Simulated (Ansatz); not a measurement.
## ZnGeP2 (I-42d): gap against strain (isotropic on every length)

ZnGeP2 (I-42d) from a database structure, relaxed with r2SCAN in the PAW code Ansatz, then strained (isotropic on every length; changes of length per length, axes as in the cell below) with the atoms relaxed again within the symmetry that is left. It is tetragonal, I-42d (No. 122); conventional cell a = 5.447 Å, c = 10.731 Å, 19.90 Å³ an atom. Around Zn lie 4 P at 2.36 Å; around Ge lie 4 P at 2.33 Å; around P lie 2 Ge at 2.33 Å and 2 Zn at 2.36 Å. Calculated for a static, non-magnetic cell.

```
CELL_PARAMETERS angstrom
-2.72334 2.72334 5.36559
2.72334 -2.72334 5.36559
2.72334 2.72334 -5.36559
ATOMIC_POSITIONS crystal
Zn 0.75000 0.25000 0.50000
Zn 0.00000 0.00000 0.00000
Ge 0.25000 0.75000 0.50000
Ge 0.50000 0.50000 0.00000
P 0.12921 0.62500 0.00421
P 0.87500 0.87079 0.49579
P 0.37500 0.37921 0.50421
P 0.62079 0.12500 0.99579
```

Gaps are the least over each mesh (PBE 6×6×6, r2SCAN 6×6×6, HSE06 4×4×4 when unstrained) and the special points, which keep their unstrained names; stress is the change from the unstrained cell, compression positive.

```csv
strain (%),"gap, PBE (eV)","gap, r2SCAN (eV)","gap, HSE06 (eV)","edges, HSE06","mean stress, r2SCAN (GPa)","energy rise, r2SCAN (meV/atom)"
-3.0,1.056,1.280,1.729,"Γ → (0.435, -0.435, 0.435)",+9.45,47.1
-2.0,1.112,1.336,1.788,"Γ → (0.432, -0.432, 0.432)",+5.86,20.2
-1.0,1.163,1.386,1.840,"Γ → (0.432, -0.432, 0.432)",+2.72,4.9
0.0,1.208,1.430,1.888,"Γ → (0.432, -0.438, 0.438)",0.00,0.0
+1.0,1.167,1.472,1.972,Γ → Γ–X (0.98),-2.36,4.6
+2.0,0.996,1.397,1.890,Γ → X,-4.38,17.6
+3.0,0.805,1.216,1.691,Γ,-6.13,38.3
```

With HSE06 the edges change from Γ → X (indirect) to Γ (direct) between +2.0 and +3.0 %. With r2SCAN the edges change from Γ → X (indirect) to Γ (direct) between +2.0 and +3.0 %.

The runs are scalar-relativistic, without spin-orbit coupling.

Where an edge lies off the special points, it is a point of the mesh or the k point where a search put PBE's edge or least direct gap, reused for the other functionals, whose own edges may lie a little apart.

Coordinates of k points refer to the reciprocal vectors of the primitive cell of the runs.

The meshes of the hybrids are coarse, so their gaps aren't converged to the digits shown.
